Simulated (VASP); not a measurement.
# MgS (F-43m) in VASP: further runs, part 2 of 2

VASP 6.6.1. The steps go on from the part before.

**3. G0W0 quasiparticle levels, PBE**

Input file POSCAR:

```
MgS
1.0
    0.0000000000      2.8331200468      2.8331200468
    2.8331200468      0.0000000000      2.8331200468
    2.8331200468      2.8331200468      0.0000000000
S Mg
1 1
Direct
    0.2500000000      0.2500000000      0.2500000000
    0.0000000000      0.0000000000      0.0000000000
```

Input file INCAR.step1:

```
SYSTEM = MgS
PREC = Accurate
ENCUT = 450
EDIFF = 1E-8
ISMEAR = 0
SIGMA = 0.01
LREAL = .False.
LASPH = .True.
NELM = 60
ALGO = Fast
LWAVE = .True.
LCHARG = .False.
GGA = PE
```

Input file INCAR.step2:

```
SYSTEM = MgS
PREC = Accurate
ENCUT = 450
EDIFF = 1E-8
ISMEAR = 0
SIGMA = 0.01
LREAL = .False.
LASPH = .True.
NELM = 1
ALGO = Exact
LWAVE = .True.
LCHARG = .False.
GGA = PE
NBANDS = 213
LOPTICS = .True.
ISTART = 1
```

Input file INCAR.step3:

```
SYSTEM = MgS
PREC = Accurate
ENCUT = 450
EDIFF = 1E-8
ISMEAR = 0
SIGMA = 0.01
LREAL = .False.
LASPH = .True.
ALGO = EVGW0
LWAVE = .False.
LCHARG = .False.
GGA = PE
NELMGW = 1
NBANDS = 213
ENCUTGW = 160
NOMEGA = 50
PRECFOCK = Fast
ISTART = 1
NBANDSGW = 12
```

Input file KPOINTS:

```
Automatic mesh
0
Gamma
  4 4 4
  0 0 0
```

Potentials or basis: VASP PAW PBE potentials, release 64 (S_GW, Mg_GW).

Launch:

```
cat potpaw_PBE.64/S_GW/POTCAR potpaw_PBE.64/Mg_GW/POTCAR > POTCAR
cp INCAR.step1 INCAR
mpirun -np 1 vasp_std > vasp.out
cp INCAR.step2 INCAR
mpirun -np 1 vasp_std > vasp.out
cp INCAR.step3 INCAR
mpirun -np 1 vasp_std > vasp.out
```

OUTCAR:

```text
SYSTEM = MgS
   PREC = Accurate
   ENCUT = 450
   EDIFF = 1E-8
   ISMEAR = 0
   LREAL = .False.
   LASPH = .True.
   GGA = PE
   NELMGW = 1
   ENCUTGW = 160
   PRECFOCK = Fast
   ISTART = 1

 ion  position               nearest neighbor table
   1  0.250  0.250  0.250-   2 2.45   2 2.45   2 2.45   2 2.45
   2  0.000  0.000  0.000-   1 2.45   1 2.45   1 2.45   1 2.45

  LATTYP: Found a face centered cubic cell.
 ALAT       =     5.6662400936

  Lattice vectors:

 A1 = (   0.0000000000,   2.8331200468,   2.8331200468)
 A2 = (   2.8331200468,   0.0000000000,   2.8331200468)
 A3 = (   2.8331200468,   2.8331200468,   0.0000000000)

Analysis of symmetry for initial positions (statically):
[... 150 lines left out ...]
   ENCUTLF             =  -1.0    cutoff for local field effects
   NELMGW              =     1    number of iterations in solving QP/BSE equation
   NELMHF              =     1    number of iterations in the inner HF iteration
   NKREDLFX            =     1    NKREDLFY  =   1   NKREDLFZ  =   1
 non-spin polarized calculation
 Gauss-broadening in eV      SIGMA  =   0.01
  energy-cutoff  :      450.00
  volume of cell :       45.48
 maximum number of plane-waves:       992
  NGX = 16; NGY = 16; NGZ = 16
   NGX = 13   NGY = 13   NGZ = 13
 maximum number of plane-waves:       222

 QP shifts <psi_nk| G(iteration)W_0 |psi_nk>: iteration 1
 for sc-GW calculations column KS-energies equals QP-energies in previous step
 and V_xc(KS)=  KS-energies - (<T + V_ion + V_H > + <T+V_H+V_ion>^1  + <V_x>^1)

 k-point   1 :       0.0000    0.0000    0.0000
  band No.  KS-energies  QP-energies   sigma(KS)   V_xc(KS)     V^pw_x(r,r')   Z            occupation Imag(sigma)

      1     -10.1908     -11.1642     -14.2029     -12.8419     -20.8990       0.7152       2.0000       1.3770
      2       1.0713      -0.1828     -14.5630     -12.9177     -16.1812       0.7622       2.0000       0.0557
      3       1.0713      -0.1828     -14.5630     -12.9177     -16.1812       0.7622       2.0000       0.0557
      4       1.0713      -0.1828     -14.5630     -12.9177     -16.1812       0.7622       2.0000       0.0557
      5       4.5116       4.9413      -7.7575      -8.2952      -4.3148       0.7991       0.0000      -0.0757
      6       8.9800       9.7535      -7.8052      -8.7927      -3.8156       0.7832       0.0000      -0.0856
      7       8.9800       9.7535      -7.8052      -8.7927      -3.8156       0.7832       0.0000      -0.0856
      8       8.9800       9.7535      -7.8052      -8.7927      -3.8156       0.7832       0.0000      -0.0856
      9      11.8274      12.6622      -8.4008      -9.4893      -3.9290       0.7670       0.0000      -0.1339
     10      11.8274      12.6622      -8.4008      -9.4893      -3.9290       0.7670       0.0000      -0.1339
     11      14.7665      15.0503      -6.3004      -6.6744      -1.4208       0.7589       0.0000      -0.3434
     12      14.9806      15.1511      -6.6238      -6.8476      -1.5555       0.7621       0.0000      -0.5210
[... 100 lines left out ...]
      1      -9.2850     -10.0990     -14.8985     -13.6999     -21.3911       0.6791       2.0000       1.0702
      2      -1.2228      -2.5854     -12.9445     -11.1010     -15.1552       0.7391       2.0000       0.0829
      3      -0.7535      -2.1648     -13.1462     -11.2594     -15.2028       0.7479       2.0000       0.0710
      4      -0.2489      -1.6010     -13.2301     -11.4360     -15.0948       0.7536       2.0000       0.0618
      5       6.5948       6.9989      -7.6865      -8.1969      -4.1149       0.7918       0.0000      -0.0770
      6       8.9481       9.8551      -8.9226     -10.0977      -4.7981       0.7719       0.0000      -0.0889
      7       9.2455       9.8154      -8.0438      -8.7712      -4.0959       0.7835       0.0000      -0.0868
      8       9.5807      10.1624      -7.3355      -8.0868      -3.0865       0.7742       0.0000      -0.1126
      9      13.6500      14.2068      -8.1396      -8.9014      -2.8350       0.7310       0.0000      -0.3272
     10      14.7372      15.7417      -9.8791     -11.2260      -4.5572       0.7457       0.0000      -0.3049
     11      14.8143      15.2204      -8.1400      -8.6862      -2.8777       0.7435       0.0000      -0.4062
     12      16.0144      16.8514      -9.2414     -10.3442      -3.7886       0.7589       0.0000      -0.4874
```

OUTCAR.step1:

```text
SYSTEM = MgS
   PREC = Accurate
   ENCUT = 450
   EDIFF = 1E-8
   ISMEAR = 0
   LREAL = .False.
   LASPH = .True.
[... 291 lines left out ...]
      1.41656      1.41656      1.41656        -0.000000      0.000000     -0.000000
      0.00000      0.00000      0.00000         0.000000     -0.000000      0.000000
 -----------------------------------------------------------------------------------
    total drift:                                0.000000      0.000000      0.000000

  FREE ENERGIE OF THE ION-ELECTRON SYSTEM (eV)
  ---------------------------------------------------
  free  energy   TOTEN  =        -8.4608651317 eV

  energy  without entropy=       -8.4608651317  energy(sigma->0) =       -8.46086513
```

Wall time 68 s (1 thread of Intel Xeon 6975P-C (Granite Rapids), shared host); peak memory 0.45 GiB.

Results:

```yaml
Band_gap_on_the_k_mesh_mean-field_level: 3.44 eV, direct
Quasiparticle_gap: 5.12 eV
Least_direct_quasiparticle_gap: 5.12 eV
```

Levels at points of the mesh, in eV from the valence-band top:
```csv
k point,band 2,band 3,band 4,band 5,band 6,band 7
"(0.00, 0.00, 0.00)",0.00,0.00,0.00,3.44,7.91,7.91
"(0.50, 0.00, 0.00)",-3.12,-0.33,-0.33,5.09,7.61,7.61
"(0.50, 0.50, 0.00)",-2.81,-1.03,-1.03,3.88,5.63,11.13
```

Caveat: the k mesh is coarse (spacing up to 0.48 Å⁻¹), so the values aren't converged; bands, screening cutoff and mesh are small and nothing is extrapolated, so the quasiparticle values aren't converged. A k mesh can miss the band edges.
